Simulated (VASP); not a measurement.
A run of VASP 6.6.1 is set up as follows.

The input INCAR:

```
ALGO = Normal ; EDIFF = 1E-7
EDIFFG = -0.002 ; ENCUT = 520
GGA = PE ; IBRION = 2
ISIF = 3 ; ISMEAR = 0
IVDW = 12 ; LASPH = T
LCHARG = F ; LREAL = F
LWAVE = F ; NELM = 60
NSW = 80 ; PREC = Accurate
SIGMA = 0.02
```

KPOINTS

```
k-points
0
Gamma
  12 12 12
```

File POSCAR:

```
TiN                                     
1.0
   -0.0000000000      2.1040283102      2.1040283102
    2.1040283102      0.0000000000      2.1040283102
    2.1040283102      2.1040283102      0.0000000000
  Ti              N             
     1     1
Direct
     0.0000000000000000    0.0000000000000000    0.0000000000000000
     0.5000000000000000    0.5000000000000000    0.5000000000000000
```

Potentials or basis: VASP PAW PBE potentials, release 64 (Ti_sv, N).

The run is started by

```bash
$ cat potpaw_PBE.64/Ti_sv/POTCAR potpaw_PBE.64/N/POTCAR > POTCAR
$ mpirun -np 1 vasp_std > vasp.out
```

Predict the space group after relaxing (to 0.05 Å).

Fm-3m (No. 225).

Predict the dispersion energy per atom.

-0.480 eV.

Final structure:
```
Ti N
1.0
     0.00000    2.10379    2.10379
     2.10379    0.00000    2.10379
     2.10379    2.10379    0.00000
Ti N
1 1
Direct
  0.00000 0.00000 0.00000
  0.50000 0.50000 0.50000
```
